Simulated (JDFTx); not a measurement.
# Ta (Im-3m) in JDFTx: a series of runs

The runs below take Ta through equation of state, with r2SCAN.

Everything below comes from runs of JDFTx 1.7.0 (patched build). Logs are shortened: lines on timing, memory, paths and dates and some standing lists are left out, and cuts for length are marked. The log counts tension as positive stress, the text compression.

**Experimental background.**

“Refinement of the equation of state of tantalum”, 2004, arxiv:cond-mat/0403080 quotes, for a bulk crystal of Ta: bulk modulus 194 GPa.

The results are compared with them further down.

### Step 1. The structure

Symmetry: Im-3m, No. 229, cubic system. The conventional cell has a = 3.303 Å, b = 3.303 Å, c = 3.303 Å, α = 90.00°, β = 90.00°, γ = 90.00°. Ta (site symmetry m-3m) is surrounded by 8 Ta at 2.86 Å.

### Step 2. Equation of state, r2SCAN, 16.93 Å³/atom (volume scaled by 0.94)

Input file Ta.in:

```
lattice Body-Centered Cubic 6.1135321638
coords-type Lattice
ion Ta     0.0000000000     0.0000000000     0.0000000000 1

ion-species pseudo/Ta.upf
elec-cutoff 40
elec-ex-corr mgga-x-r2scan mgga-c-r2scan
kpoint-folding 9 9 9
elec-smearing Fermi 0.0018374661
elec-n-bands 20
electronic-SCF nIterations 100 energyDiffThreshold 1e-09
electronic-minimize nIterations 30 energyDiffThreshold 1e-7
forces-output-coords Cartesian

dump-name run.$VAR
dump End Ecomponents EigStats BandEigs Kpoints Forces Stress
```

Potentials or basis: SG15-PBE-1.2 with smoothed tails.

Started as:

```
jdftx -c 1 -i Ta.in -o Ta.out
```

Log:

```text
*************** JDFTx 1.7.0 (patched build) ***************

[... 9 lines left out ...]
---------- Initializing the Grid ----------
R =
[     -3.05677      3.05677      3.05677  ]
[      3.05677     -3.05677      3.05677  ]
[      3.05677      3.05677     -3.05677  ]
unit cell volume = 114.247
G =
[ -6.98619e-18    1.02775    1.02775  ]
[    1.02775 -6.98619e-18    1.02775  ]
[    1.02775    1.02775 -6.98619e-18  ]
Minimum fftbox size, Smin = [  32  32  32  ]
Chosen fftbox size, S = [  32  32  32  ]

---------- Exchange Correlation functional ----------
Initialized LibXC exchange functional 'Re-regularized SCAN exchange by Furness et al'
Initialized LibXC correlation functional 'Re-regularized SCAN correlation by Furness et al'

---------- Setting up pseudopotentials ----------
Width of ionic core gaussian charges (only for fluid interactions / plotting) set to 0

Reading pseudopotential file 'pseudo/Ta.upf':
  'Ta' pseudopotential, 'PBE' functional
  Generated using ONCVPSP code by D. R. Hamann
  27 valence electrons, 0 orbitals, 8 projectors, 602 radial grid points, with lMax = 3
  Core radius for overlap checks: 2.65 bohrs.

Initialized 1 species with 1 total atoms.

Folded 1 k-points by 9x9x9 to 729 k-points.

---------- Setting up k-points, bands, fillings ----------
Reduced to 35 k-points under symmetry.
Computing the number of bands and number of electrons
Calculating initial fillings.
nElectrons:  27.000000   nBands: 20   nStates: 35

----- Setting up reduced wavefunction bases (one per k-point) -----
average nbasis = 1380.663 , ideal nbasis = 1380.482

---------- Setting up ewald sum ----------
Optimum gaussian width for ewald sums = 1.908579 bohr.
Real space sum over 2197 unit cells with max indices [  6  6  6  ]
Reciprocal space sum over 2197 terms with max indices [  6  6  6  ]

---------- Allocating electronic variables ----------
Initializing wave functions:  (No orbitals for LCAO)  bandwidth-limited random numbers

Setting the auxilliary hamiltonian equal to the subspace hamiltonian.

-------- Electronic minimization -----------
Will mix electronic and kinetic density at each iteration.
	FillingsUpdate:  mu: +2.705662106  nElectrons: 27.000000
	FillingsUpdate:  mu: -1.372419693  nElectrons: 27.000000
SCF: Cycle:  0   F: -230.820755302598940   dF: -5.009e+01   |Residual|: 1.835e+01   |deigs|: 3.329e+00
	FillingsUpdate:  mu: -0.346303018  nElectrons: 27.000000
SCF: Cycle:  1   F: -239.305293748934560   dF: -8.485e+00   |Residual|: 1.916e+01   |deigs|: 1.092e+00
	FillingsUpdate:  mu: -0.754943590  nElectrons: 27.000000
SCF: Cycle:  2   F: -234.635951688045793   dF: +4.669e+00   |Residual|: 2.724e+01   |deigs|: 4.663e-01
	FillingsUpdate:  mu: +1.549456018  nElectrons: 27.000000
SCF: Cycle:  3   F: -244.701105283595069   dF: -1.007e+01   |Residual|: 6.521e+00   |deigs|: 2.953e+00
	FillingsUpdate:  mu: +1.146816888  nElectrons: 27.000000
SCF: Cycle:  4   F: -247.667838606014669   dF: -2.967e+00   |Residual|: 3.367e+00   |deigs|: 7.688e-01
	FillingsUpdate:  mu: +1.140858634  nElectrons: 27.000000
SCF: Cycle:  5   F: -247.643792875574889   dF: +2.405e-02   |Residual|: 3.315e+00   |deigs|: 1.369e-02
	FillingsUpdate:  mu: +1.172682341  nElectrons: 27.000000
SCF: Cycle:  6   F: -247.698050793899910   dF: -5.426e-02   |Residual|: 1.779e+00   |deigs|: 9.176e-02
	FillingsUpdate:  mu: +1.155092766  nElectrons: 27.000000
SCF: Cycle:  7   F: -247.696213314301957   dF: +1.837e-03   |Residual|: 1.710e+00   |deigs|: 3.764e-02
	FillingsUpdate:  mu: +1.156182346  nElectrons: 27.000000
SCF: Cycle:  8   F: -247.700367993518938   dF: -4.155e-03   |Residual|: 9.509e-01   |deigs|: 1.339e-02
	FillingsUpdate:  mu: +1.153610749  nElectrons: 27.000000
SCF: Cycle:  9   F: -247.701195040829361   dF: -8.270e-04   |Residual|: 3.713e-01   |deigs|: 3.154e-03
	FillingsUpdate:  mu: +1.151341473  nElectrons: 27.000000
SCF: Cycle: 10   F: -247.701315049588857   dF: -1.200e-04   |Residual|: 2.440e-01   |deigs|: 4.866e-03
	FillingsUpdate:  mu: +1.150323016  nElectrons: 27.000000
SCF: Cycle: 11   F: -247.701372656559982   dF: -5.761e-05   |Residual|: 3.707e-02   |deigs|: 1.229e-03
	FillingsUpdate:  mu: +1.150374223  nElectrons: 27.000000
SCF: Cycle: 12   F: -247.701378862318421   dF: -6.206e-06   |Residual|: 1.477e-03   |deigs|: 4.359e-04
	FillingsUpdate:  mu: +1.150398398  nElectrons: 27.000000
SCF: Cycle: 13   F: -247.701379103476853   dF: -2.412e-07   |Residual|: 1.295e-03   |deigs|: 4.281e-05
	FillingsUpdate:  mu: +1.150422284  nElectrons: 27.000000
SCF: Cycle: 14   F: -247.701379207680191   dF: -1.042e-07   |Residual|: 1.652e-04   |deigs|: 6.398e-05
	FillingsUpdate:  mu: +1.150423430  nElectrons: 27.000000
SCF: Cycle: 15   F: -247.701379214268400   dF: -6.588e-09   |Residual|: 4.947e-04   |deigs|: 7.830e-06
	FillingsUpdate:  mu: +1.150425482  nElectrons: 27.000000
SCF: Cycle: 16   F: -247.701379218032798   dF: -3.764e-09   |Residual|: 2.763e-05   |deigs|: 1.060e-05
	FillingsUpdate:  mu: +1.150425348  nElectrons: 27.000000
SCF: Cycle: 17   F: -247.701379218398444   dF: -3.656e-10   |Residual|: 4.573e-05   |deigs|: 6.646e-07
	FillingsUpdate:  mu: +1.150425137  nElectrons: 27.000000
SCF: Cycle: 18   F: -247.701379218455514   dF: -5.707e-11   |Residual|: 5.853e-05   |deigs|: 5.369e-07
SCF: Converged (|Delta E|<1.000000e-09 for 2 iters).

Setting wave functions to eigenvectors of Hamiltonian

# Stress tensor in Cartesian coordinates [Eh/a0^3]:
[ -6.50514e-05            0            0  ]
[            0 -6.50514e-05            0  ]
[            0            0 -6.50514e-05  ]

# Ionic positions in lattice coordinates:
ion Ta   0.000000000000000   0.000000000000000   0.000000000000000 1

# Forces in Cartesian coordinates:
force Ta  -0.000000000000000  -0.000000000000000  -0.000000000000000 1

# Energy components:
   Eewald =     -216.9777727187717744
       EH =       46.9550032654937652
     Eloc =     -104.8606831895062044
      Enl =      -52.1409163516238152
      Exc =      -19.7741247074181352
       KE =       99.0976717974172914
-------------------------------------
     Etot =     -247.7008219044089117
       TS =        0.0005573140466073
-------------------------------------
        F =     -247.7013792184555143

IonicMinimize: Iter:   0  F: -247.701379218455514  |grad|_K:  0.000e+00
IonicMinimize: Converged (|grad|_K<1.000000e-04).

Dumping 'run.eigStats' ...
	eMin: -1.381630 at state 0 ( [ +0.000000 +0.000000 +0.000000 ] spin 0 )
	HOMO: +1.150141 at state 3 ( [ +0.000000 +0.000000 +0.333333 ] spin 0 )
	mu  : +1.150425
	LUMO: +1.150792 at state 18 ( [ +0.111111 +0.222222 -0.222222 ] spin 0 )
	eMax: +1.988057 at state 3 ( [ +0.000000 +0.000000 +0.333333 ] spin 0 )
	HOMO-LUMO gap: +0.000650
	Optical gap  : +0.000716 at state 18 ( [ +0.111111 +0.222222 -0.222222 ] spin 0 )
Done!
```

It took 63 s on 1 thread of Intel Xeon Platinum 8488C (Sapphire Rapids), shared host; peak memory 0.08 GiB.

Results:

```
Free energy            : -6740.2979 eV
Pressure               : 1.9 GPa
Band gap on the k mesh : none (metal or under the smearing width)
```

Caveat: the potentials were made for another functional, which shifts forces and pressure.

### Step 3. Equation of state, r2SCAN, 17.29 Å³/atom (volume scaled by 0.96)

Edit Ta.in of step 2 so:

```diff
@@ -1,2 +1,2 @@
-lattice Body-Centered Cubic 6.1135321638
+lattice Body-Centered Cubic 6.1565866256
 coords-type Lattice
```

Potentials or basis: SG15-PBE-1.2 with smoothed tails.

Started as:

```
jdftx -c 1 -i Ta.in -o Ta.out
```

Run time: 62 s. Hardware: 1 thread of Intel Xeon Platinum 8488C (Sapphire Rapids), shared host; peak memory 0.08 GiB.

It converged, with:

```yaml
Free_energy: -6740.2976 eV
Pressure: -2.1 GPa
Band_gap_on_the_k_mesh: none (metal or under the smearing width)
```

Caveat: the potentials were made for another functional, which shifts forces and pressure.

### Step 4. Equation of state, r2SCAN, 17.65 Å³/atom (volume scaled by 0.98)

Edit Ta.in of step 3 so:

```diff
@@ -1,2 +1,2 @@
-lattice Body-Centered Cubic 6.1565866256
+lattice Body-Centered Cubic 6.1990471857
 coords-type Lattice
```

Started as:

```
jdftx -c 1 -i Ta.in -o Ta.out
```

Wall time 64 s (1 thread of Intel Xeon Platinum 8488C (Sapphire Rapids), shared host); peak memory 0.08 GiB.

Results (log left out):

| Quantity | Value |
| --- | --- |
| Free energy | -6740.2887 eV |
| Pressure | -5.7 GPa |
| Band gap on the k mesh | none (metal or under the smearing width) |

Caveat: the potentials were made for another functional, which shifts forces and pressure.

### Step 5. Equation of state, r2SCAN, 18.01 Å³/atom

Edit Ta.in of step 4 so:

```diff
@@ -1,2 +1,2 @@
-lattice Body-Centered Cubic 6.1990471857
+lattice Body-Centered Cubic 6.2409339101
 coords-type Lattice
```

Started as:

```
jdftx -c 1 -i Ta.in -o Ta.out
```

It took 61 s on 1 thread of Intel Xeon Platinum 8488C (Sapphire Rapids), shared host; peak memory 0.08 GiB.

Results (log left out):

| Quantity | Value |
| --- | --- |
| Free energy | -6740.2722 eV |
| Pressure | -9.0 GPa |
| Band gap on the k mesh | none (metal or under the smearing width) |

Caveat: the potentials were made for another functional, which shifts forces and pressure.

### Step 6. Equation of state, r2SCAN, 18.37 Å³/atom (volume scaled by 1.02)

Edit Ta.in of step 5 so:

```diff
@@ -1,2 +1,2 @@
-lattice Body-Centered Cubic 6.2409339101
+lattice Body-Centered Cubic 6.2822658027
 coords-type Lattice
```

Potentials or basis: SG15-PBE-1.2 with smoothed tails.

Started as:

```
jdftx -c 1 -i Ta.in -o Ta.out
```

Run time: 64 s. Hardware: 1 thread of Intel Xeon Platinum 8488C (Sapphire Rapids), shared host; peak memory 0.08 GiB.

Results (log left out):

| Property | Result |
| --- | --- |
| Free energy | -6740.2486 eV |
| Pressure | -12.0 GPa |
| Band gap on the k mesh | none (metal or under the smearing width) |

Caveat: the potentials were made for another functional, which shifts forces and pressure.

### Step 7. Equation of state, r2SCAN, 18.73 Å³/atom (volume scaled by 1.04)

Edit Ta.in of step 6 so:

```diff
@@ -1,2 +1,2 @@
-lattice Body-Centered Cubic 6.2822658027
+lattice Body-Centered Cubic 6.3230608795
 coords-type Lattice
```

Started as:

```
jdftx -c 1 -i Ta.in -o Ta.out
```

It took 69 s on 1 thread of Intel Xeon Platinum 8488C (Sapphire Rapids), shared host; peak memory 0.08 GiB.

Results (log left out):

```
Free energy            : -6740.2185 eV
Pressure               : -14.8 GPa
Band gap on the k mesh : none (metal or under the smearing width)
```

Caveat: the potentials were made for another functional, which shifts forces and pressure.

### Step 8. Equation of state, r2SCAN, 19.09 Å³/atom (volume scaled by 1.06)

Edit Ta.in of step 7 so:

```diff
@@ -1,2 +1,2 @@
-lattice Body-Centered Cubic 6.3230608795
+lattice Body-Centered Cubic 6.3633362386
 coords-type Lattice
```

Started as:

```
jdftx -c 1 -i Ta.in -o Ta.out
```

Run time: 63 s. Hardware: 1 thread of Intel Xeon Platinum 8488C (Sapphire Rapids), shared host; peak memory 0.09 GiB.

Results (log left out):

```yaml
Free_energy: -6740.1822 eV
Pressure: -17.5 GPa
Band_gap_on_the_k_mesh: none (metal or under the smearing width)
```

Caveat: the potentials were made for another functional, which shifts forces and pressure.

### Step 9. Equation of state, r2SCAN

Potentials or basis: SG15-PBE-1.2 with smoothed tails.

This step only gathers the single runs of the series.

What came out:

```
Equilibrium volume                      : 17.09 Å³/atom
Bulk modulus                            : 185 GPa
Pressure derivative of the bulk modulus : 2.9 (rough: it moves with the points fitted)
```

Energy against volume, from the lowest point:
| volume (Å³/atom) | energy (meV/atom) |
| --- | --- |
| 16.930 | 0.00 |
| 17.290 | 0.31 |
| 17.650 | 9.16 |
| 18.010 | 25.69 |
| 18.371 | 49.29 |
| 18.731 | 79.44 |
| 19.091 | 115.72 |

Caveat: the potentials were made for another functional, which shifts forces and pressure. The run has no spin-orbit coupling, so splittings on Ta are missing.

### Step 10. Comparison with measurements

Step 9. A measured bulk modulus of Ta is 194 GPa (quoted in “Refinement of the equation of state of tantalum”, 2004, arxiv:cond-mat/0403080); the calculated 185 GPa misses it by -4.5 %. The fit is for a static lattice scaled at fixed shape and fixed fractional positions.
